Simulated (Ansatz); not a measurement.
Density of states of I

```
I
1.0
     0.00000    2.60059    2.60059
     2.60059    0.00000    2.60059
     2.60059    2.60059    0.00000
I
1
Cartesian
  0.0000 0.0000 0.0000
```

The cell was built from the fcc type and relaxed in the same program, and has space group Fm-3m; it needn't be a known or the stable phase.

Spin–orbit coupling is left out, though it moves levels of the heavy atoms by tenths of an eV or more.

These are results of Ansatz 0.2.0, DFT, PBE, all-electron LAPW, scalar-relativistic, not measurements.

Numerical set-up: a Γ-centred 14×14×14 k mesh, Fermi–Dirac smearing of 0.08 eV, basis error target 1 meV/atom, no spin polarisation.

States per eV and cell, averaged over 0.6 eV, from -4.6 to 5.4 eV, with energies (bin centres) from the Fermi level; empty bins are left out. 

```tsv
E (eV)	total
-4.4	0.19
-3.8	1.27
-3.2	1.11
-2.6	0.76
-2.0	0.87
-1.4	1.16
-0.8	1.65
-0.2	1.64
0.4	1.15
1.0	0.19
5.2	0.12
```
